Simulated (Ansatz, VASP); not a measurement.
HfN: VASP beside Ansatz

Contents of INCAR:

```
SYSTEM = HfN
PREC = Accurate
ENCUT = 520
EDIFF = 1E-7
ISMEAR = 0
SIGMA = 0.15
LREAL = .FALSE.
LASPH = .TRUE.
NELM = 60
ALGO = Normal
ISIF = 2
LWAVE = .FALSE.
LCHARG = .FALSE.
GGA = PS
NBANDS = 14
```

KPOINTS

```
Automatic mesh
0
G
  16 16 16
  0 0 0
```

POSCAR

```
HfN
1.0
    0.0000000000      2.6512077600      2.5530148800
    2.6512077600      0.0000000000      2.5530148800
    2.6512077600      2.6512077600      0.0000000000
Hf N
1 1
Direct
    0.0000000000      0.0000000000      0.0000000000
    0.7500000000      0.7500000000      0.7500000000
```

Input for Ansatz:

```yaml
crystal:
  lattice:
    - [0.0, 2.65120776, 2.55301488]
    - [2.65120776, 0.0, 2.55301488]
    - [2.65120776, 2.65120776, 0.0]
  atoms:
    - { symbol: Hf, position: [0.0, 0.0, 0.0] }
    - { symbol: "N", position: [0.75, 0.75, 0.75] }
basis:
  ecutwfc: 420
kpoints:
  mp_grid: { grid: [16, 16, 16] }
hamiltonian:
  xc: pbesol
scf:
  occupations: { method: gaussian, width: 0.15 }
output:
  forces: true
  stress: true
  eigenvalues: true
```

Change from the starting cell: strain +0.080 along x and y, +0.040 along z, atoms carried along.

Alike in both runs: task single point; functional PBEsol; k mesh 16 × 16 × 16; occupations gaussian, width 0.15 eV; no spin polarisation.

```csv
,VASP,Ansatz
version,VASP 6.6.1,Ansatz 0.2.0
potentials or method,"VASP PAW PBE potentials, release 64 (Hf_pv, N)","scalar-relativistic, plane waves, PAW"
plane-wave cutoff (eV),520,420
valence electrons in the cell,15,31
```

|  | VASP | Ansatz | Ansatz less VASP |
| --- | --- | --- | --- |
| gap on the k mesh at the Fermi level (eV) | none | none | - |
| pressure (GPa) | -29.3 | -28.4 | +0.89 |
| largest component of the traceless stress (GPa) | 3.43 | 3.42 | -0.015 |

A gap of «none» marks a metal or a gap that the smearing closes. The two sets of potentials don't hold the same shells in valence.

Caveats: so large a pressure means that the cell lies far from this level's equilibrium, or that cutoff or potentials fall short (VASP); the potentials were made for another functional, which shifts forces and pressure (VASP). Spin-orbit coupling is left out, which matters for the levels of Hf.
